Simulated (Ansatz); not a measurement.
Level of theory: Ansatz, DFT PBE, scalar-relativistic, plane waves, PAW. All cells share a 420 eV cutoff and Γ-centred k meshes spaced at most about 0.3 Å⁻¹ (about 0.25 or finer for metals, 2π included). No spin polarisation.

The zero of energy is the elements' standard structures at the same level; no fitted shifts are applied.

Temperature and zero-point effects are left out. No dispersion correction is applied, so the spacing and binding between layers, chains or molecules are poorly described (Be3Se2 P6/mmm, Be2Se3 P1). The reference form of Se is held partly by dispersion forces, which this level lacks.

Other known phases may be missing.

Formation energies in the Be–Se system:

```
 phase                            lowest cell reached from  ΔE_f (eV/atom)
    Be                                         the element           0.000
    Se                                         the element           0.000
 Be4Se     ordered vacancies on the anion sites of cuprite           0.396
 Be2Se  a relaxed cell, shaken at random and relaxed again          -0.114
Be3Se2                                         random cell           0.734
  BeSe                          a cell as deposited in COD          -0.797
Be2Se3  a relaxed cell, shaken at random and relaxed again          -0.426
 BeSe2                                         random cell           0.821
```

Question: Which phases lie on the convex hull?

Answer: BeSe and the elements.

Question: Into what does Be4Se decompose, and with what gain?

Answer: Into 60.0 % Be + 40.0 % BeSe by atoms, gaining 0.72 eV/atom.

Question: Into what does Be3Se2 decompose, and with what gain?

Answer: Into 20.0 % Be + 80.0 % BeSe by atoms, gaining 1.37 eV/atom.

Some types were kept out of the candidates beforehand, so the set may lack a known form.
